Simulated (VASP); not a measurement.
Si:

```
CELL_PARAMETERS angstrom
5.54440 0.00000 0.00000
0.00000 4.26802 0.00000
0.00000 0.00000 4.52264
ATOMIC_POSITIONS crystal
Si 0.40861 0.25000 0.00000
Si 0.59139 0.75000 0.50000
Si 0.59139 0.75000 0.00000
Si 0.40861 0.25000 0.50000
Si 0.91607 0.50968 0.25000
Si 0.08393 0.49032 0.75000
Si 0.08393 0.00968 0.25000
Si 0.91607 0.99032 0.75000
```

The cell was built by a generator and needn't be a form met in nature.

- Program: VASP 6.6.1
- Task: relaxation of cell and atoms
- Functional: PBE
- Potentials or basis: VASP PAW PBE potentials, release 64 (Si)
- Cutoff: 600 eV
- k mesh: 4 × 4 × 4
- Occupations: gaussian, width 0.1 eV
- Spin: no spin polarisation

At the start: pressure 32.7 GPa; volume 13.38 Å³/atom.

Q: Where does the relaxation end?

A: Over 17 steps the energy falls by 306.2 meV/atom and the volume is 16.48 Å³/atom (+23.2 %); space group Pbcm (No. 57, to 0.05 Å).

Step by step:
```csv
step,energy change (eV),largest force (eV/Å),pressure (GPa),volume (Å³)
1,0.0000,0.8439,32.71,107.02
2,-1.5157,0.3491,-10.17,155.02
3,-2.3435,0.2632,-0.59,133.24
4,-2.3434,0.2648,-0.18,132.68
5,-2.4040,0.1820,-0.28,132.25
6,-2.4243,0.1248,-0.24,131.94
7,-2.4145,0.1285,0.03,131.26
8,-2.4292,0.0980,-0.17,131.71
9,-2.4363,0.0983,0.01,131.27
10,-2.4364,0.1022,0.04,131.19
11,-2.4394,0.0888,0.07,131.17
12,-2.4455,0.0508,0.17,131.12
13,-2.4410,0.1033,0.41,131.00
14,-2.4468,0.0413,0.23,131.08
15,-2.4476,0.0627,-0.35,132.10
16,-2.4479,0.0548,-0.16,131.76
17,-2.4494,0.0378,-0.06,131.82
```

Final structure:
```yaml
crystal:
  lattice:
    - [5.70105, 0.00000, 0.00000]
    - [0.00000, 4.57782, 0.00000]
    - [0.00000, 0.00000, 5.05089]
  atoms:
    - { symbol: Si, position: [0.41214, 0.25000, 0.00000] }
    - { symbol: Si, position: [0.58786, 0.75000, 0.50000] }
    - { symbol: Si, position: [0.58786, 0.75000, 0.00000] }
    - { symbol: Si, position: [0.41214, 0.25000, 0.50000] }
    - { symbol: Si, position: [0.92962, 0.51506, 0.25000] }
    - { symbol: Si, position: [0.07038, 0.48494, 0.75000] }
    - { symbol: Si, position: [0.07038, 0.01506, 0.25000] }
    - { symbol: Si, position: [0.92962, 0.98494, 0.75000] }
```

Caveat: the k mesh is coarse (spacing up to 0.37 Å⁻¹), so the values aren't converged; the volume moved by over 15 % at a fixed basis, so the end points are rough.
